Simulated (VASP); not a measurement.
The system is Mn.

```
Mn
1.0
     2.53845    0.00000    0.00000
    -1.26922    2.19836    0.00000
     0.00000    0.00000    2.37186
Mn
1
Direct
  0.00000 0.00000 0.00000
```

The cell was built by a generator and needn't be a form met in nature.

| Property | Result |
| --- | --- |
| Program | VASP 6.6.1 |
| Task | relaxation of cell and atoms |
| Functional | r2SCAN |
| Potentials or basis | VASP PAW PBE potentials, release 64 (Mn_pv) |
| Cutoff | 600 eV |
| k mesh | 9 × 9 × 8 |
| Occupations | gaussian, width 0.1 eV |
| Spin | collinear spin, typed start |
| Starting moments | [3.64] μB |

At the start: pressure 0.9 GPa; volume 13.24 Å³/atom.

Question: How do energy, volume and symmetry change on relaxing?

Answer: Over 24 steps the energy falls by 259.1 meV/atom and the volume is 17.00 Å³/atom (+28.4 %); space group P6/mmm (No. 191, to 0.05 Å); moment 4.01 μB per cell.

Step by step:
```tsv
step	energy change (eV)	largest force (eV/Å)	pressure (GPa)	volume (Å³)
1	0.0000	0.0000	0.86	13.24
2	-0.0205	0.0000	7.22	13.37
3	0.0072	0.0000	9.28	13.72
4	-0.0381	0.0000	17.20	13.47
5	-0.0378	0.0000	16.82	13.52
6	-0.0384	0.0000	16.97	13.50
7	-0.0392	0.0000	16.87	13.52
8	-0.0411	0.0000	16.54	13.56
9	-0.0427	0.0000	15.94	13.65
10	-0.0451	0.0000	15.73	13.67
11	-0.0522	0.0000	15.18	13.74
12	-0.0658	0.0000	14.83	13.87
13	-0.0996	0.0000	19.25	14.14
14	-0.1596	0.0000	12.84	14.68
15	-0.2241	0.0000	5.28	15.81
16	-0.2450	0.0000	-3.05	18.22
17	-0.2559	0.0000	-1.49	17.37
18	-0.2559	0.0000	0.88	16.93
19	-0.2568	0.0000	-0.51	17.18
20	-0.2568	0.0000	-0.11	17.10
21	-0.2580	0.0000	-0.05	17.07
22	-0.2589	0.0000	0.07	17.03
23	-0.2585	0.0000	0.40	16.94
24	-0.2591	0.0000	0.17	17.00
```

Final structure:
```yaml
crystal:
  lattice:
    - [2.73337, 0.00000, 0.00000]
    - [-1.36668, 2.36717, 0.00000]
    - [0.00000, 0.00000, 2.62728]
  atoms:
    - { symbol: Mn, position: [0.00000, 0.00000, 0.00000] }
```

Caveat: the volume moved by over 15 % at a fixed basis, so the end points are rough; the PAW data sets were made with another functional, which shifts forces and pressure a little.
